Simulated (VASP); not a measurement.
# CaSe in VASP 6.6.1, single-point calculation

INCAR

```
GGA = PE
LWAVE = .FALSE.
ENCUT = 520
LASPH = .TRUE.
EDIFF = 0.001
NSW = 0
NBANDS = 15
IBRION = -1
NELM = 120
ISIF = 2
PREC = Accurate
LREAL = .FALSE.
LCHARG = .FALSE.
SIGMA = 0.02
ISMEAR = -1
```

KPOINTS

```
KPOINTS created by Atomic Simulation Environment
0
Gamma
6 6 6
0 0 0
```

POSCAR

```
Ca Se
 1.0000000000000000
     0.0000000000000000    3.2638194766000002    3.2638194766000002
     3.2638194766000002    0.0000000000000000    3.2638194766000002
     3.2638194766000002    3.2638194766000002    0.0000000000000000
 Ca  Se
   1   1
Cartesian
  0.0000000000000000  0.0000000000000000  0.0000000000000000
  1.6319097383000001  1.6319097383000001  1.6319097383000001
```

The recommended PBE PAW datasets give the neutral cell 16 valence electrons.

Command

```
mpirun -np 1 vasp_std
```

OSZICAR

```
N       E                     dE             d eps       ncg     rms          rms(c)
DAV:   1     0.110865464856E+03    0.11087E+03   -0.70344E+03   480   0.936E+02
DAV:   2    -0.359389993779E+01   -0.11446E+03   -0.10808E+03   585   0.234E+02
DAV:   3    -0.903419153239E+01   -0.54403E+01   -0.53920E+01   699   0.483E+01
DAV:   4    -0.938800875668E+01   -0.35382E+00   -0.35365E+00   676   0.101E+01
DAV:   5    -0.939232624855E+01   -0.43175E-02   -0.43174E-02   685   0.123E+00    0.436E+00
DAV:   6    -0.899384031157E+01    0.39849E+00   -0.51359E-01   529   0.313E+00    0.253E+00
DAV:   7    -0.894897242122E+01    0.44868E-01   -0.22112E-01   641   0.247E+00    0.103E+00
DAV:   8    -0.896119664348E+01   -0.12224E-01   -0.28292E-02   550   0.128E+00    0.201E-01
DAV:   9    -0.896143892126E+01   -0.24228E-03   -0.22078E-03   603   0.407E-01
   1 F= -.89614389E+01 E0= -.89614389E+01  d E =-.227338E-11
```

From OUTCAR

```
k-points           NKPTS =     16   k-points in BZ     NKDIM =     16   number of bands    NBANDS=     15

   NELECT =      16.0000    total number of electrons

   dimension x,y,z NGX =    36 NGY =   36 NGZ =   36
   dimension x,y,z NGXF=    72 NGYF=   72 NGZF=   72

  energy-cutoff  :      520.00
  volume of cell :       69.54
      direct lattice vectors                 reciprocal lattice vectors
     0.000000000  3.263819477  3.263819477    -0.153194747  0.153194747  0.153194747
     3.263819477  0.000000000  3.263819477     0.153194747 -0.153194747  0.153194747
     3.263819477  3.263819477  0.000000000     0.153194747  0.153194747 -0.153194747

 k-points in reciprocal lattice and weights: KPOINTS created by Atomic Simulation Env
   0.00000000  0.00000000  0.00000000       0.005
   0.16666667  0.00000000  0.00000000       0.037
   0.33333333  0.00000000  0.00000000       0.037
   0.50000000  0.00000000  0.00000000       0.019
   0.16666667  0.16666667  0.00000000       0.028
   0.33333333  0.16666667  0.00000000       0.111
   0.50000000  0.16666667  0.00000000       0.111
  -0.33333333  0.16666667  0.00000000       0.111
   ...

 E-fermi :   0.2607

 k-point     1 :       0.0000    0.0000    0.0000
  band No.  band energies     occupation
      1     -39.2533      2.00000
      2     -20.2740      2.00000
      3     -20.2740      2.00000
      4     -20.2740      2.00000
      5     -10.5990      2.00000
      6      -0.3550      2.00000
      7      -0.3550      2.00000
      8      -0.3550      2.00000
      9       2.9543      0.00000
     10       5.1609      0.00000
     11       5.1609      0.00000
     12       7.2174      0.00000
     13       7.2174      0.00000
     14       7.2174      0.00000
     15       8.9191      0.00000

 k-point     2 :       0.1667    0.0000    0.0000
  band No.  band energies     occupation
      1     -39.2528      2.00000
      2     -20.2861      2.00000
      3     -20.2754      2.00000
      4     -20.2754      2.00000
      5     -10.5320      2.00000
      6      -0.7650      2.00000
      7      -0.3299      2.00000
      8      -0.3299      2.00000
      9       3.7301      0.00000
     10       5.0398      0.00000
     11       5.0398      0.00000
     12       6.7449      0.00000
     13       7.2009      0.00000
     14       7.2009      0.00000
     15       8.2023      0.00000

 k-point     3 :       0.3333    0.0000    0.0000
  band No.  band energies     occupation
      1     -39.2518      2.00000
      2     -20.3103      2.00000
      3     -20.2784      2.00000
      4     -20.2784      2.00000
      5     -10.3966      2.00000
      6      -1.2990      2.00000
      7      -0.2872      2.00000
      8      -0.2872      2.00000
      9       4.7673      0.00000
     10       5.0599      0.00000
     11       5.0599      0.00000
     12       5.9149      0.00000
     13       6.6689      0.00000
     14       6.6689      0.00000
     15       7.9475      0.00000

 ...

  Total        0.3421255      0.3421255      0.3421255     -0.0000000     -0.0000000     -0.0000000
  in kB        7.8829296      7.8829296      7.8829296     -0.0000000     -0.0000000     -0.0000000
  external PRESSURE =       7.8829296 kB  Pullay stress =       0.0000000 kB

 POSITION                                       TOTAL-FORCE (eV/Angst)
 -----------------------------------------------------------------------------------
      0.00000      0.00000      0.00000        -0.000000     -0.000000      0.000000
      1.63191      1.63191      1.63191         0.000000      0.000000     -0.000000
 -----------------------------------------------------------------------------------
    total drift:                                0.000000      0.000000      0.000000

  FREE ENERGIE OF THE ION-ELECTRON SYSTEM (eV)
  ---------------------------------------------------
  free  energy   TOTEN  =        -8.9614389213 eV

  energy  without entropy=       -8.9614389213  energy(sigma->0) =       -8.96143892
```

It converged. Results: gap between bands v and c on the k mesh 3.21 eV; least direct gap on the k mesh 3.31 eV; pressure 0.8 GPa. Band v is the last that the valence electrons fill when counted band by band, and c is the next.

For comparison, a separate PBE run of the intended cell, on usual settings and not on those above, gives a gap of 3.25 eV on its mesh and a pressure of 1.1 GPa.

The run above took about 16 s on one core of a shared host (Intel Xeon Platinum 8488C) and held 0.21 GiB at most.
